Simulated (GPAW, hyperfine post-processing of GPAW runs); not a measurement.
# LiFeF3: isotropic lines and sites in a paramagnetic 7Li spectrum

Calculated values: DFT, revPBE+U, plane-wave PAW, GPAW setups, collinear spin, scalar-relativistic (GPAW), contact and point-dipole shifts scaled to 330 K with Θ = 0 K (a pure Curie law); spin-only moments, above the ordering temperature.

```xyz
10
Lattice="1.4738 -4.8566 0.0000 1.4738 4.8566 0.0000 0.0000 0.0000 7.1690" Properties=species:S:1:pos:R:3 pbc="T T T"
Fe    1.4738    2.4378    5.3768
Fe    1.4738   -2.4378    1.7923
F     1.4738    1.3927    0.4977
F     1.4738    3.9387    1.7923
F     1.4738    1.3927    3.0868
F     1.4738   -1.3927    6.6713
F     1.4738   -1.3927    4.0822
F     1.4738   -3.9387    5.3768
Li    0.0000    0.0000    3.5845
Li    0.0000    0.0000    0.0000
```

7Li MAS at 7.05 T (116.7 MHz), 62.5 kHz, 330 K; contact and dipolar shift alone, no orbital or quadrupolar part; lines under 1.5 % of the strongest are left out. NMR lines, with heights relative to the strongest:

| position (ppm) | intensity |
| --- | --- |
| -1422.9 | 5.9 |
| -887.2 | 26 |
| -351.5 | 100 |
| 184.2 | 81 |
| 719.9 | 51 |
| 1255.7 | 37 |
| 1791.4 | 11 |
| 2327.1 | 2.7 |

**Question.** Which lines are isotropic ones rather than spinning sidebands, and which Li atoms give them?

Sidebands are spaced by 536 ppm (the spinning rate over the resonance of 116.7 MHz). An isotropic line need not be the tallest: it is the area-weighted centre of its own family of sidebands, and the one that stays put when the rate is changed. Isotropic shifts: 184 ppm for atom 9 and the 1 atom equivalent to it (10 Fe through links of 89 to 93° (8), 109° (4) and 157° (4)), reduced anisotropy 1624 ppm.

[Logs are printed without paths, hosts, clocks, repeated set-up lines and the standing remarks that a program may print on its own settings, such as how far it seeks lower states.]

[Hosts, paths, dates, database ids (printed as entryN), source tags and the programs' standing remarks are cut or masked in the printed files.]
